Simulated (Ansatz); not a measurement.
Crystal: Ti.

```
Ti
1.0
     4.56737    0.00000    0.00000
    -2.28369    3.95546    0.00000
     0.00000    0.00000    2.82624
Ti
3
Direct
  0.66667 0.33333 0.50000
  0.33333 0.66667 0.50000
  0.00000 0.00000 0.00000
```

This isn't the form of Ti at room conditions, which is hcp.

Base run:

| Quantity | Value |
| --- | --- |
| Program | Ansatz 0.2.0 |
| Functional | PBEsol |
| Potentials or basis | Ansatz PAW |
| Cutoff | 420 eV |
| Density cutoff | 1680 eV |
| k mesh | 7 × 7 × 9 |
| Occupations | gaussian, width 0.05 eV |
| Spin | no spin polarisation |

Its results: band gap on the k mesh none (metal or under the smearing width); pressure -3.7 GPa.

Q: The run is repeated on the same cell with these changes: functional from PBEsol to LDA. What comes out?

A: Band gap on the k mesh none (metal or under the smearing width); pressure -8.0 GPa.

LDA binds more tightly than PBEsol, so the same cell stands under less pressure.

Caveats: the PAW data sets come from PBE, with cores solved anew for the run's functional, which leaves a small shift of forces and pressure.

Not every run made on this cell is shown here.
